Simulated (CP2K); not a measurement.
Crystal: Te.

```
CELL_PARAMETERS angstrom
4.45400 0.00000 0.00000
-2.22700 3.85728 0.00000
0.00000 0.00000 5.92400
ATOMIC_POSITIONS crystal
Te 0.73100 0.73100 0.00000
Te 0.00000 0.26900 0.66667
Te 0.26900 0.00000 0.33333
```

Base run:

```yaml
Program: CP2K 2026.2
Functional: revPBE
Potentials_or_basis: POTENTIAL_UZH Te GTH-PBE-q6; TZVP-MOLOPT-PBE-GTH basis
Density_cutoff: 9184 eV
k_mesh: 7 × 7 × 5
Occupations: fermi-dirac, width 0.05 eV
Spin: no spin polarisation
```

Its results: pressure 2.8 GPa; largest force 0.303 eV/Å.

Problem. After a change of settings the same cell gave: pressure 1.0 GPa; largest force 0.399 eV/Å. Which change was it?
A. functional from revPBE to MS2
B. functional from revPBE to RPBE
C. functional from revPBE to AM05

Solution. C.

AM05 binds more tightly than revPBE, so the same cell stands under less pressure.

Caveats: the potentials were made for another functional, which shifts forces and pressure; the basis of atomic orbitals isn't converged, which shifts pressures, moduli and gaps.

Runs at the PBE level aren't shown here.
